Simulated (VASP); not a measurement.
# Be2C (Fm-3m) in VASP: single point with PBE

Aim: the single point of Be2C with PBE.

Everything below comes from runs of VASP 6.6.1. Logs are shortened: lines on timing, memory, paths and dates and some standing lists are left out, and cuts for length are marked.

## 1. The crystal as given

It takes space group Fm-3m (No. 225, cubic). Conventional cell: a = 4.325 Å, b = 4.325 Å, c = 4.325 Å, α = 90.00°, β = 90.00°, γ = 90.00°. Around Be (site symmetry -43m) lie 4 C at 1.87 Å. Around C (site symmetry m-3m) lie 8 Be at 1.87 Å.

The cell is a database's computed one.

## 2. Single point, PBE

INCAR

```
SYSTEM = Be2C
ALGO = Fast ; EDIFF = 1E-6
ENCUT = 520 ; GGA = PE
ISIF = 2 ; ISMEAR = 0
LASPH = .True. ; LCHARG = .False.
LREAL = .False. ; LWAVE = .False.
NBANDS = 11 ; NELM = 100
PREC = Accurate ; SIGMA = 0.1
```

KPOINTS

```
k-points
0
Gamma
  6 6 6
  0 0 0
```

POSCAR

```
Be2C
1.0
    0.0000000000      2.1622560000      2.1622560000
    2.1622560000      0.0000000000      2.1622560000
    2.1622560000      2.1622560000      0.0000000000
Be C
2 1
Direct
    0.7500000000      0.7500000000      0.7500000000
    0.2500000000      0.2500000000      0.2500000000
    0.0000000000      0.0000000000      0.0000000000
```

Potentials or basis: VASP PAW PBE potentials, release 64 (Be, C).

On the command line:

```bash
cat potpaw_PBE.64/Be/POTCAR potpaw_PBE.64/C/POTCAR > POTCAR
mpirun -np 1 vasp_std > vasp.out
```

OUTCAR:

```text
SYSTEM = Be2C
   EDIFF = 1E-6
   ENCUT = 520
   GGA = PE
   ISIF = 2
   ISMEAR = 0
   LASPH = .True.
   LREAL = .False.
   NELM = 100
   PREC = Accurate

 ion  position               nearest neighbor table
   1  0.750  0.750  0.750-   3 1.87   3 1.87   3 1.87   3 1.87   2 2.16   2 2.16   2 2.16   2 2.16
                             2 2.16   2 2.16
   2  0.250  0.250  0.250-   3 1.87   3 1.87   3 1.87   3 1.87   1 2.16   1 2.16   1 2.16   1 2.16
                             1 2.16   1 2.16
   3  0.000  0.000  0.000-   1 1.87   1 1.87   1 1.87   1 1.87   2 1.87   2 1.87   2 1.87   2 1.87

  LATTYP: Found a face centered cubic cell.
 ALAT       =     4.3245120000

  Lattice vectors:

 A1 = (   0.0000000000,   2.1622560000,   2.1622560000)
 A2 = (   2.1622560000,   0.0000000000,   2.1622560000)
 A3 = (   2.1622560000,   2.1622560000,   0.0000000000)

Analysis of symmetry for initial positions (statically):
=====================================================================
 Subroutine PRICEL returns:
 Original cell was already a primitive cell.

 Routine SETGRP: Setting up the symmetry group for a
 face centered cubic supercell.

 Subroutine GETGRP returns: Found 48 space group operations
 (whereof 48 operations were pure point group operations)
 out of a pool of 48 trial point group operations.

The static configuration has the point symmetry O_h .

Analysis of symmetry for dynamics (positions and initial velocities):
=====================================================================
 Subroutine PRICEL returns:
 Original cell was already a primitive cell.

 Routine SETGRP: Setting up the symmetry group for a
 face centered cubic supercell.

 Subroutine GETGRP returns: Found 48 space group operations
 (whereof 48 operations were pure point group operations)
 out of a pool of 48 trial point group operations.

The dynamic configuration has the point symmetry O_h .

 Subroutine INISYM returns: Found 48 space group operations
 (whereof 48 operations are pure point group operations),
 and found     1 'primitive' translations

----------------------------------------------------------------------------------------

                                     Primitive cell

  volume of cell :      20.2186

  direct lattice vectors                    reciprocal lattice vectors
     0.000000000  2.162256000  2.162256000    -0.231239964  0.231239964  0.231239964
     2.162256000  0.000000000  2.162256000     0.231239964 -0.231239964  0.231239964
     2.162256000  2.162256000  0.000000000     0.231239964  0.231239964 -0.231239964

  length of vectors
     3.057891761  3.057891761  3.057891761     0.400519367  0.400519367  0.400519367

[... 87 lines left out ...]
   EFERMI =   0.00;   METHOD = LEGACY
   ISMEAR =     0;   SIGMA  =   0.10  broadening in eV -4-tet -1-fermi 0-gaus
   EFERMI_NEDOS =   21; number of points for ismear=-14 and -15
   IALGO  =     68    algorithm
   IMIX   =      4    mixing-type and parameters
     AMIX     =   0.40;   BMIX     =  1.00
     AMIX_MAG =   1.60;   BMIX_MAG =  1.00
  volume/ion in A,a.u.               =       6.74        45.48
  Fermi-wavevector in a.u.,A,eV,Ry     =   1.201861  2.271189 19.653218  1.444471
  Thomas-Fermi vector in A             =   2.337659
   LORBIT       =      0    0 simple, 1 ext, 2 COOP (PROOUT), +10 PAW based schemes
   GGA     = PE    functional components
   LHFCALC =     F    Hartree Fock is set to
   AEXX    =    0.0000 exact exchange contribution
   IVDW    =     0    specifies the selected vdW correction
   LEPSILON=     F    determine dielectric tensor
   LRPA    =     F    only Hartree local field effects (RPA)
 non-spin polarized calculation
 RMM-DIIS sequential band-by-band and
 Gauss-broadening in eV      SIGMA  =   0.10
  energy-cutoff  :      520.00
  volume of cell :       20.22
 maximum number of plane-waves:       556
   NGX = 11   NGY = 11   NGZ = 11

 number of electron       8.0000000 magnetization

 Free energy of the ion-electron system (eV)
  ---------------------------------------------------
  ext. energy  EPLUGINS =         0.00000000
  ---------------------------------------------------
  free energy    TOTEN  =       -17.44955447 eV

  energy without entropy =      -17.44955447  energy(sigma->0) =      -17.44955447

 E-fermi :   8.2590     XC(G=0): -11.4506

 val. band max:        7.7654179484   @ k =   0.0000   0.0000   0.0000
 cond. band min:       8.9207920918   @ k =   0.5000   0.5000   0.0000
 fundamental gap:      1.1553741433
 Fermi energy:         8.2589519987

 k-point     1 :       0.0000    0.0000    0.0000
  band No.  band energies     occupation
      1      -7.3004      2.00000
      2       7.7654      2.00000
      3       7.7654      2.00000
      4       7.7654      2.00000
      5      11.8948      0.00000
      6      11.8948      0.00000
      7      11.8948      0.00000
      8      14.5507      0.00000
      9      20.9547      0.00000
     10      20.9547      0.00000
     11      20.9547      0.00000
[... 197 lines left out ...]
 k-point    16 :      -0.3333    0.5000    0.1667
  band No.  band energies     occupation
      1      -3.4397      2.00000
      2       1.3860      2.00000
      3       1.8194      2.00000
      4       2.3802      2.00000
      5      11.7894      0.00000
      6      15.3338      0.00000
      7      17.7527      0.00000
      8      19.6980      0.00000
      9      21.5961      0.00000
     10      22.8906      0.00000
     11      24.5428      0.00000

------------------------ aborting loop because EDIFF is reached ----------------------------------------

  FORCE on cell =-STRESS in cart. coord.  units (eV):
  Direction    XX          YY          ZZ          XY          YZ          ZX
  --------------------------------------------------------------------------------------
  -------------------------------------------------------------------------------------
  Total        0.1116436      0.1116436      0.1116436     -0.0000000     -0.0000000      0.0000000
  in kB        8.8469418      8.8469418      8.8469418     -0.0000000     -0.0000000      0.0000000
  external PRESSURE =       8.8469418 kB  Pullay stress =       0.0000000 kB

 VOLUME and BASIS-vectors are now :
 -----------------------------------------------------------------------------
  energy-cutoff  :      520.00
  volume of cell :       20.22
      direct lattice vectors                 reciprocal lattice vectors
     0.000000000  2.162256000  2.162256000    -0.231239964  0.231239964  0.231239964
     2.162256000  0.000000000  2.162256000     0.231239964 -0.231239964  0.231239964
     2.162256000  2.162256000  0.000000000     0.231239964  0.231239964 -0.231239964

 POSITION                                       TOTAL-FORCE (eV/Angst)
 -----------------------------------------------------------------------------------
      3.24338      3.24338      3.24338        -0.000000     -0.000000     -0.000000
      1.08113      1.08113      1.08113         0.000000      0.000000      0.000000
      0.00000      0.00000      0.00000         0.000000      0.000000      0.000000
 -----------------------------------------------------------------------------------
    total drift:                               -0.000000     -0.000000      0.000000

  FREE ENERGIE OF THE ION-ELECTRON SYSTEM (eV)
  ---------------------------------------------------
  free  energy   TOTEN  =       -17.4495544698 eV

  energy  without entropy=      -17.4495544698  energy(sigma->0) =      -17.44955447
```

stdout:

```text
POSCAR found type information on POSCAR BeC
 POSCAR found :  2 types and       3 ions
 scaLAPACK will be used
 LDA part: xc-table for (Slater+PW92), standard interpolation
 POSCAR, INCAR and KPOINTS ok, starting setup
 FFT: planning ... GRIDC
 FFT: planning ... GRID_SOFT
 FFT: planning ... GRID
 WAVECAR not read
 entering main loop
```

It took 3.3 s on 1 thread of Intel Xeon Platinum 8488C (Sapphire Rapids), shared host; peak memory 0.12 GiB.

Results:

* Free energy: -17.4496 eV
* Pressure: 0.9 GPa
* Band gap on the k mesh: 1.16 eV, indirect (least direct gap 4.13 eV)

A k mesh can miss the band edges. PBE gaps usually lie below the measured ones, often by a third to a half.
